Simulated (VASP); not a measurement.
Crystal: TePb.

```xyz
2
Lattice="0.0000 3.2219 3.2219 3.2219 0.0000 3.2219 3.2219 3.2219 0.0000" Properties=species:S:1:pos:R:3 pbc="T T T"
Te    3.2219    3.2219    3.2219
Pb    0.0000    0.0000    0.0000
```

Program: VASP 6.6.1. Alike in all runs: task band structure; potentials or basis VASP PAW PBE potentials, release 64 (Te, Pb_d); no spin polarisation; cell as given; k mesh 6 × 6 × 6; cutoff (eV) 520; smearing gaussian 0.03 eV.

Order these runs on this cell by their band gap on the k mesh, lowest first.
A. level PBE0; exchange at q = 0 truncated
B. level PBE
C. level HSE06; screening parameter 0.2 1/A

B (0.72 eV), C (1.07 eV), A (1.59 eV).

Caveats: spin-orbit coupling is left out, which as a rule narrows the gap of such compounds by several tenths of an eV.

